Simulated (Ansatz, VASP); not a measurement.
## Hf in VASP and in Ansatz

Contents of INCAR:

```
PREC = Accurate ; ENCUT = 520
EDIFF = 1E-7 ; ISMEAR = -1
SIGMA = 0.05 ; LREAL = False
LASPH = True ; NELM = 60
ALGO = Normal ; ISIF = 2
LWAVE = False ; LCHARG = False
GGA = PE ; NBANDS = 17
```

The input KPOINTS:

```
Automatic mesh
0
Gamma
  10 10 5
```

POSCAR

```
Hf
1.0
    3.1314429137      0.0000000000      0.0000000000
   -1.5657214569      2.7119091138      0.0000000000
    0.0000000000      0.0000000000      4.9545506207
Hf
2
Direct
    0.6666666667      0.3333333333      0.7500000000
    0.3333333333      0.6666666667      0.2500000000
```

Contents of input.yaml:

```yaml
crystal:
  lattice:
    - [3.1314429137, 0.0, 0.0]
    - [-1.5657214569, 2.7119091138, 0.0]
    - [0.0, 0.0, 4.9545506207]
  atoms:
    - { symbol: Hf, position: [0.6666666667, 0.3333333333, 0.75] }
    - { symbol: Hf, position: [0.3333333333, 0.6666666667, 0.25] }
hamiltonian:
  xc: pbe
  pseudopotentials: { kind: paw }
kpoints:
  mp_grid: { grid: [10, 10, 5] }
scf:
  occupations: { method: fermi_dirac, width: 0.05 }
output:
  forces: true
  stress: true
  eigenvalues: true
```

Change from the starting cell: volume scaled by 0.94.

Alike in both runs: task single point; functional PBE; k mesh 10 × 10 × 5; occupations fermi-dirac, width 0.05 eV; no spin polarisation.

```csv
,VASP,Ansatz
version,VASP 6.6.1,Ansatz 0.2.0
potentials or method,"VASP PAW PBE potentials, release 64 (Hf_pv)",Ansatz PAW
plane-wave cutoff (eV),520,420
valence electrons in the cell,20,52
```

VASP gave:

| Quantity | Value |
| --- | --- |
| gap on the k mesh at the Fermi level (eV) | none |
| pressure (GPa) | 7.6 |
| largest component of the traceless stress (GPa) | 0.05 |

Which values does Ansatz return?

gap on the k mesh at the Fermi level (eV): none; pressure (GPa): 8.1; largest component of the traceless stress (GPa): 0.02.

A gap of «none» marks a metal or a gap that the smearing closes. The two sets of potentials don't hold the same shells in valence.

Spin-orbit coupling is left out, which matters for the levels of Hf.
